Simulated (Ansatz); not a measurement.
# Two states of NiO

```
Ni O
1.0
    -2.10844    4.01432    2.09395
     2.06139   -0.00652    2.05994
     2.09974    2.02525   -0.04487
Ni O
2 2
Direct
  0.01909 0.98318 0.00640
  0.51224 0.50946 0.00987
  0.24565 0.79687 0.44730
  0.73003 0.23864 0.54612
```

The numbers come from plane-wave PAW DFT (Ansatz): r2SCAN, with U_eff = 6.49 eV on Ni d (all-electron-ortho-atomic projectors), 500 eV, 4×7×7 (shifted by 0, 0, 0.5 steps) k points, fermi-dirac occupations (width 0.1 eV). Nothing was relaxed.

State A: Ni1 along (0.72, 0.69, -0.02), Ni2 along (0.72, 0.69, -0.02) (spinors with spin-orbit coupling). State B: Ni1 along (0.72, 0.69, -0.02), Ni2 along (-0.72, -0.69, 0.02) (spinors with spin-orbit coupling).

Problem. Compare the two self-consistent states.

Solution. State B is lower by 27.3 meV an atom at zero smearing.

| state | free energy (meV/atom) | largest moment in a small sphere (μB) | net moment (μB/cell) | gap on mesh (eV) | pressure (GPa) | largest force (eV/Å) |
| --- | --- | --- | --- | --- | --- | --- |
| A | 27.3 | 1.79 | 4.00 | 3.54 | 23.2 | 3.22 |
| B | 0.0 | 1.71 | 0.00 | 3.79 | 21.4 | 3.32 |

Origin: a strained cell with displaced atoms, so it need not be a known compound. Caveats: an odd or shifted mesh can miss the band edges, so this level's true gap may be smaller; atoms or cell far from equilibrium; gaps of Fe, Co and Ni magnets come out low on these datasets.
